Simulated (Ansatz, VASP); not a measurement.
One calculation of Al, two programs

INCAR

```
ALGO = Normal ; EDIFF = 1E-7
EDIFFG = -0.01 ; ENCUT = 600
GGA = PS ; IBRION = 2
ISIF = 3 ; ISMEAR = -1
LASPH = True ; LCHARG = False
LREAL = False ; LWAVE = False
NELM = 100 ; NSW = 80
PREC = Accurate ; SIGMA = 0.1
```

Contents of KPOINTS:

```
k-points
0
Gamma
  10 10 10
```

File POSCAR:

```
Al
1.0
    0.0000000000      2.8194727963      2.8194727963
    2.8194727963      0.0000000000      2.8194727963
    2.8194727963      2.8194727963      0.0000000000
Al
2
Direct
    0.1250000000      0.1250000000      0.1250000000
    0.8750000000      0.8750000000      0.8750000000
```

Input for Ansatz:

```yaml
crystal:
  lattice:
    - [0.0, 2.8194727963, 2.8194727963]
    - [2.8194727963, 0.0, 2.8194727963]
    - [2.8194727963, 2.8194727963, 0.0]
  atoms:
    - { symbol: Al, position: [0.125, 0.125, 0.125] }
    - { symbol: Al, position: [0.875, 0.875, 0.875] }
hamiltonian:
  xc: pbesol
  pseudopotentials:
    kind: paw
    azcp:
      Al: "pseudopotentials/Al.paw.azcp"
basis:
  ecutwfc: 420
  fft_grid_basis: typed
kpoints:
  mp_grid: { grid: [10, 10, 10], shift: [0, 0, 0] }
magnetization:
  spin_polarized: false
scf:
  occupations: { method: fermi_dirac, width: 0.1 }
relax:
  max_steps: 60
  f_tol: 0.01
  cell: {}
output:
  write_density: true
  write_potential: true
  elf: true
  volumetric_format: npy
```

The cell was built by a generator and needn't be a form met in nature.

Alike in both runs: task relaxation of cell and atoms; functional PBEsol; k mesh 10 × 10 × 10; occupations fermi-dirac, width 0.1 eV; no spin polarisation.

|  | VASP | Ansatz |
| --- | --- | --- |
| version | VASP 6.6.1 | Ansatz 0.2.0 |
| potentials or method | VASP PAW PBE potentials, release 64 (Al) | plane waves (420 eV) with PAW, scalar-relativistic |
| plane-wave cutoff (eV) | 600 | 420 |
| valence electrons in the cell | 6 | 6 |

Ansatz gave:

| Item | Value |
| --- | --- |
| relaxed volume (Å³/atom) | 26.93 |
| relaxed cell length with the largest relative difference (Å) | 4.239 |
| energy change over the relaxation (meV/atom) | -129 |

**Question.** Estimate VASP's values.

**Answer.** Relaxed volume (Å³/atom): 26.93; relaxed cell length with the largest relative difference (Å): 4.239; energy change over the relaxation (meV/atom): -131.

Ansatz warned: «pseudo_functional_mismatch».

Caveats: the volume moved by over 15 % at a fixed basis, so the end points are rough (VASP); the PAW data sets were made with another functional, which shifts forces and pressure a little (VASP).
